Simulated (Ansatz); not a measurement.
**In under changes of volume**

One of the cells (26.686 Å³/atom); the others are scaled copies at fixed shape and fractional positions:

```xyz
1
Lattice="-1.8825 1.8825 1.8825 1.8825 -1.8825 1.8825 1.8825 1.8825 -1.8825" Properties=species:S:1:pos:R:3 pbc="T T T"
In    0.0000    0.0000    0.0000
```

This isn't the form of In at room conditions, which is tetragonal.

```yaml
Program: Ansatz 0.2.0
Functional: LDA
Potentials_or_basis: all-electron LAPW, scalar-relativistic
Cutoff: 178 eV (chosen from the basis error)
Basis_error_allowed: 0.001 eV/atom
k_mesh: 10 × 10 × 10
Occupations: fermi-dirac, width 0.05 eV
Spin: no spin polarisation
```

```tsv
volume (Å³/atom)	energy over the lowest point (meV/atom)	pressure (GPa)
25.085	0.00	-0.5
25.618	?	?
26.152	9.02	-2.1
26.686	17.22	-2.8
27.220	27.57	-3.4
27.753	39.86	-4.0
28.287	53.89	-4.5
```

Problem. What does the run at 25.618 Å³/atom give?

Solution. Energy over the lowest point 3.19 meV/atom; pressure -1.4 GPa.

Worked out: A Birch-Murnaghan fit of order 3 (a polynomial in V^(-2/3)) to the other rows has its minimum at 24.77 Å³/atom, just outside them, with B0 = V·E''(V) = 43 GPa and B' = 3.8. It gives 3.19 meV/atom at 25.618 Å³/atom, against the run's 3.19, and -dE/dV = -1.4 GPa, against -1.4.

Energies are extrapolated to zero smearing.
